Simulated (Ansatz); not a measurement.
# Y (Y, beta-Sn type): the cost of one run

Computed with Ansatz 0.2.0 (DFT PBE, plane waves (420 eV) with PAW, scalar-relativistic, unless a step says otherwise).

**1. The system as given**

The structure is tetragonal, space group I4_1/amd (No. 141). Conventional cell: a = 6.332 Å, b = 6.332 Å, c = 3.458 Å, α = 90.00°, β = 90.00°, γ = 90.00°. Y (site symmetry -4m2) has 6 Y at 3.28 to 3.46 Å as nearest neighbours.

Coordinates:

```
CELL_PARAMETERS angstrom
-3.16625 3.16625 1.72877
3.16625 -3.16625 1.72877
3.16625 3.16625 -1.72877
ATOMIC_POSITIONS crystal
Y 0.00000 0.00000 0.00000
Y 0.75000 0.25000 0.50000
```

Starting moments (μB): +1 ×2.

**2. Geometry optimisation**

File input.yaml:

```yaml
crystal:
  lattice:
    - [-3.166246263, 3.166246263, 1.7287704596]
    - [3.166246263, -3.166246263, 1.7287704596]
    - [3.166246263, 3.166246263, -1.7287704596]
  atoms:
    - { symbol: "Y", position: [0.0, 0.0, 0.0], spin: 1.0 }
    - { symbol: "Y", position: [0.75, 0.25, 0.5], spin: 1.0 }
hamiltonian:
  xc: pbe
  pseudopotentials:
    kind: paw
    azcp:
      "Y": "pseudopotentials/Y.paw.azcp"
basis:
  ecutwfc: 420
  fft_grid_basis: typed
kpoints:
  mp_grid: { grid: [10, 10, 7], shift: [0, 0, 0] }
magnetization:
  spin_polarized: true
scf:
  occupations: { method: fermi_dirac, width: 0.05 }
relax:
  max_steps: 60
  f_tol: 0.01
  cell: {}
```

**Question.** How long does this run take on 2 threads of an x86-64 CPU, shared host, and how much memory does it need?

About 3.2 min, with a peak of 0.66 GiB.
